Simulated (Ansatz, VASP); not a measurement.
One calculation of K, two programs

```
K
1.0
     6.20039    0.00000    0.00000
    -3.10019    5.36969    0.00000
     0.00000    0.00000    3.68448
K
3
Direct
  0.00000 0.00000 0.00000
  0.33333 0.66667 0.50000
  0.66667 0.33333 0.50000
```

Alike in both runs: functional PBE; k mesh 5 × 5 × 7; occupations fermi-dirac, width 0.1 eV; no spin polarisation.

Ansatz relaxed the structure, and its values are those at the end. VASP's run is a single point on that final structure, the one shown.

|  | VASP | Ansatz |
| --- | --- | --- |
| version | VASP 6.6.1 | Ansatz 0.2.0 |
| potentials or method | VASP PAW PBE potentials, release 64 (K_sv) | PAW with Ansatz's default frozen-core files, scalar-relativistic |
| plane-wave cutoff (eV) | 520 | 420 |
| valence electrons in the cell | 27 | 27 |

```csv
,VASP,Ansatz,Ansatz less VASP
pressure (GPa),6.3,6.3,+0.01
```
